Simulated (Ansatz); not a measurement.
# InP (F-43m) in Ansatz: further runs, part 2 of 2

Ansatz 0.2.0. Earlier steps stand in the parts before.

## Step 4: Single point, r2SCAN-EpsX

run.py

```python
import json

import ase.io
import numpy as np
import spglib
from ase.calculators.calculator import CalculationFailed, Calculator
from ase.stress import full_3x3_to_voigt_6_stress
from ase.units import GPa

import ansatz as az

class AnsatzCalculator(Calculator):
    implemented_properties = ["energy", "free_energy", "forces", "stress", "magmom"]

    def calculate(self, atoms, properties, system_changes):
        super().calculate(atoms, properties, system_changes)
        structure = atoms.copy()
        structure.set_constraint()
        structure.set_momenta(None)
        structure.set_masses(None)
        outcome = (
            az.Crystal.from_ase(structure)
            .calculation()
            .basis(xc_grid=3)
            .kpoints(4, 4, 4)
            .functional(exchange="r2scan", correlation="r2scan", exact_fraction="inverse_dielectric")
            .pseudopotentials(kind="nc", source="spms")
            .scf(tolerance=2e-10)
            .occupations(method="methfessel_paxton", width=0.05)
            .forces()
            .stress()
            .run(threads=2)
        )
        if not outcome.report["converged"]:
            raise CalculationFailed("SCF not converged")
        report = outcome.report
        self.results = {
            "free_energy": report["lagrangian_ev"],
            "energy": report["lagrangian_ev"],
            "forces": np.array(report["forces_ev_ang"]),
            "stress": -GPa * full_3x3_to_voigt_6_stress(report["stress_gpa"]),
            "magmom": report["magnetization_mub"],
        }

np.set_printoptions(precision=5, suppress=True, linewidth=110)
atoms = ase.io.read("InP.cif")
cell, frac, numbers = spglib.find_primitive((atoms.cell[:], atoms.get_scaled_positions(), atoms.numbers), symprec=1e-5)
atoms = ase.Atoms(numbers, cell=cell, scaled_positions=frac, pbc=True)
atoms.calc = AnsatzCalculator()
print(f"free energy {atoms.get_potential_energy():.6f} eV")
print("forces (eV/A)", atoms.get_forces(), sep="\n")
print("stress (GPa, Voigt, tension positive)", atoms.get_stress() / GPa, sep="\n")
print(f"moment {atoms.get_magnetic_moment():.4f} muB")
```

InP.cif

```cif
data_InP
_cell_length_a 5.86100000
_cell_length_b 5.86100000
_cell_length_c 5.86100000
_cell_angle_alpha 90.00000000
_cell_angle_beta 90.00000000
_cell_angle_gamma 90.00000000
_space_group_name_H-M_alt 'F-43m'
_space_group_name_Hall 'F -4 2 3'
_space_group_IT_number 216
loop_
_space_group_symop_operation_xyz
'x,y,z'
'y,-x,-z'
'-x,-y,z'
'-y,x,-z'
'x,-y,-z'
'y,x,z'
'-x,y,-z'
'-y,-x,z'
'z,x,y'
'-z,y,-x'
'z,-x,-y'
'-z,-y,x'
'-z,x,-y'
'z,y,x'
'-z,-x,y'
'z,-y,-x'
'y,z,x'
'-x,-z,y'
'-y,z,-x'
'x,-z,-y'
'-y,-z,x'
'x,z,y'
'y,-z,-x'
'-x,z,-y'
'x,y+1/2,z+1/2'
'y,-x+1/2,-z+1/2'
'-x,-y+1/2,z+1/2'
'-y,x+1/2,-z+1/2'
'x,-y+1/2,-z+1/2'
'y,x+1/2,z+1/2'
'-x,y+1/2,-z+1/2'
'-y,-x+1/2,z+1/2'
'z,x+1/2,y+1/2'
'-z,y+1/2,-x+1/2'
'z,-x+1/2,-y+1/2'
'-z,-y+1/2,x+1/2'
'-z,x+1/2,-y+1/2'
'z,y+1/2,x+1/2'
'-z,-x+1/2,y+1/2'
'z,-y+1/2,-x+1/2'
'y,z+1/2,x+1/2'
'-x,-z+1/2,y+1/2'
'-y,z+1/2,-x+1/2'
'x,-z+1/2,-y+1/2'
'-y,-z+1/2,x+1/2'
'x,z+1/2,y+1/2'
'y,-z+1/2,-x+1/2'
'-x,z+1/2,-y+1/2'
'x+1/2,y,z+1/2'
'y+1/2,-x,-z+1/2'
'-x+1/2,-y,z+1/2'
'-y+1/2,x,-z+1/2'
'x+1/2,-y,-z+1/2'
'y+1/2,x,z+1/2'
'-x+1/2,y,-z+1/2'
'-y+1/2,-x,z+1/2'
'z+1/2,x,y+1/2'
'-z+1/2,y,-x+1/2'
'z+1/2,-x,-y+1/2'
'-z+1/2,-y,x+1/2'
'-z+1/2,x,-y+1/2'
'z+1/2,y,x+1/2'
'-z+1/2,-x,y+1/2'
'z+1/2,-y,-x+1/2'
'y+1/2,z,x+1/2'
'-x+1/2,-z,y+1/2'
'-y+1/2,z,-x+1/2'
'x+1/2,-z,-y+1/2'
'-y+1/2,-z,x+1/2'
'x+1/2,z,y+1/2'
'y+1/2,-z,-x+1/2'
'-x+1/2,z,-y+1/2'
'x+1/2,y+1/2,z'
'y+1/2,-x+1/2,-z'
'-x+1/2,-y+1/2,z'
'-y+1/2,x+1/2,-z'
'x+1/2,-y+1/2,-z'
'y+1/2,x+1/2,z'
'-x+1/2,y+1/2,-z'
'-y+1/2,-x+1/2,z'
'z+1/2,x+1/2,y'
'-z+1/2,y+1/2,-x'
'z+1/2,-x+1/2,-y'
'-z+1/2,-y+1/2,x'
'-z+1/2,x+1/2,-y'
'z+1/2,y+1/2,x'
'-z+1/2,-x+1/2,y'
'z+1/2,-y+1/2,-x'
'y+1/2,z+1/2,x'
'-x+1/2,-z+1/2,y'
'-y+1/2,z+1/2,-x'
'x+1/2,-z+1/2,-y'
'-y+1/2,-z+1/2,x'
'x+1/2,z+1/2,y'
'y+1/2,-z+1/2,-x'
'-x+1/2,z+1/2,-y'
loop_
_atom_site_label
_atom_site_type_symbol
_atom_site_symmetry_multiplicity
_atom_site_Wyckoff_symbol
_atom_site_fract_x
_atom_site_fract_y
_atom_site_fract_z
_atom_site_occupancy
In1 In 4 a 0.0000000000 0.0000000000 0.0000000000 1
P1 P 4 c 0.2500000000 0.2500000000 0.2500000000 1
```

Potentials or basis: SPMS NC.

The run is started by

```
$ python run.py
```

Wall time 17 s (2 threads of Arm Neoverse V2, shared host); peak memory 0.66 GiB.

It converged, with:

```
Free energy             : -1856.7765 eV
Pressure                : 0.0 GPa
Band gap on the k mesh  : 1.17 eV, direct
Share of exact exchange : 0.093
```

Levels at points of the mesh, in eV from the valence-band top:
```
             k point  band 7  band 8  band 9  band 10
  (0.00, 0.00, 0.00)    0.00    0.00    0.00     1.17
 (0.00, 0.00, -0.50)   -6.33   -1.11   -1.11     1.98
(0.00, -0.50, -0.50)   -6.40   -2.60   -2.60     2.41
```

Caveat: the k mesh is coarse (spacing up to 0.46 Å⁻¹), so the values aren't converged, least of all with exact exchange; the meta-GGA runs on potentials made for a GGA; the potentials were made for another functional, which shifts forces and pressure; spin-orbit coupling is left out, which moves the levels of the heavy elements; the thresholds are loose for stress.

## Step 5: Comparison with measurements

Step 3. Measured gap of InP: 1.4236 eV (direct; 1.6 K; a printed reference work, data compilation). This calculation gives 0.79 eV (-0.64 eV). The value is that of revPBE+D4, without temperature or zero-point motion. Semilocal functionals fall short of measured gaps as a rule.
